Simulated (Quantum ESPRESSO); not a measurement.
TePb: dielectric tensor and Born charges under several settings

```
Pb Te
1.0
     0.00000    3.23100    3.23100
     3.23100    0.00000    3.23100
     3.23100    3.23100    0.00000
Pb Te
1 1
Direct
  0.00000 0.00000 0.00000
  0.50000 0.50000 0.50000
```

All runs used Quantum ESPRESSO 7.5; potentials PseudoDojo 0.4.1 SR PBE standard; given cell; no spin polarisation; cutoff 1088 eV; occupations smeared at first, fixed for the response.

```tsv
level	k mesh (s: shifted)	pressure (GPa)	ε∞ (diagonal)	Born charge of atom 1 (e)	sum of the Born charges (e)
PBE	4 × 4 × 4s	2.2	26.58	5.54	0.14
PBE	6 × 6 × 6s	?	?	?	?
```

Q: What stands in the row left open?

A: Pressure 2.1 GPa; ε∞ 28.35; Born charge of atom 1 5.72 e; sum of the Born charges 0.01 e.
